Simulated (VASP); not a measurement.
Wanted: the native input for a VASP 6.6.1 run.

```yaml
Task: relaxation of cell and atoms
Functional: PBEsol
Dispersion: D3(BJ)
Potentials_or_basis: VASP PAW PBE potentials, release 64 (Te, Pt)
Cutoff: 520 eV
k_mesh: 9 × 9 × 9
Occupations: gaussian, width 0.02 eV
Spin: collinear spin, ferromagnetic start
Starting_moments: "[0, 0, 1, 1] μB"
Further_INCAR_settings: ALGO = Normal; EDIFF = 1e-07; IBRION = 2; EDIFFG = -0.002; NSW = 80; ISIF = 3
```

The structure of TePt lies in POSCAR:

```
TePt
1.0
    1.9815661300      1.1440577400      6.6610334800
   -1.9815661300      1.1440577400      6.6610334800
    0.0000000000     -2.2881154700      6.6610334800
Te Pt
2 2
Direct
    0.5980000000      0.5980000000      0.5980000000
    0.4020000000      0.4020000000      0.4020000000
    0.8703333300      0.8703333300      0.8703333300
    0.1296666700      0.1296666700      0.1296666700
```

These files were run (other wordings do the same):

INCAR

```
SYSTEM = TePt
  PREC = Accurate
  ENCUT = 520
  EDIFF = 1E-7
  ISMEAR = 0
  SIGMA = 0.02
  LREAL = .False.
  LASPH = .True.
  NELM = 120
  ALGO = Normal
  ISIF = 3
  LWAVE = .False.
  LCHARG = .False.
  ISPIN = 2
  MAGMOM = 0 0 1 1
  LORBIT = 11
  LMAXMIX = 4
  GGA = PS
  IVDW = 12
  IBRION = 2
  NSW = 80
  EDIFFG = -0.002
```

KPOINTS

```
regular mesh
0
Gamma
  9 9 9
  0 0 0
```

Potentials or basis: VASP PAW PBE potentials, release 64 (Te, Pt).

The run is started by

```bash
$ cat potpaw_PBE.64/Te/POTCAR potpaw_PBE.64/Pt/POTCAR > POTCAR
$ mpirun -np 1 vasp_std > vasp.out
```

Results of the run:

```
Relaxed volume                                        : 21.25 Å³/atom
Relaxed cell                                          : a = 6.783 Å, b = 6.783 Å, c = 6.783 Å, α = 33.58°, β = 33.58°, γ = 33.58°
Space group after relaxing (to 0.05 Å)                : R-3m (No. 166)
Energy gained by relaxing                             : 21.5 meV/atom
Ionic steps                                           : 19
Pressure after relaxing                               : 0.0 GPa
Band gap on the k mesh                                : none (metal or under the smearing width)
Net moment                                            : 0.00 μB per cell
Valence electrons inside the program's atomic spheres : Te 3.35; Pt 9.48
Dispersion energy per atom                            : -0.587 eV
```

Caveat: the PAW data sets were made with another functional, which shifts forces and pressure a little; pairwise dispersion overbinds metals, which lowers pressure and volume.

Run time: 89 min on 1 thread of Intel(R) Xeon(R) 6975P-C (Granite Rapids) (shared host), peak memory 0.72 GiB.
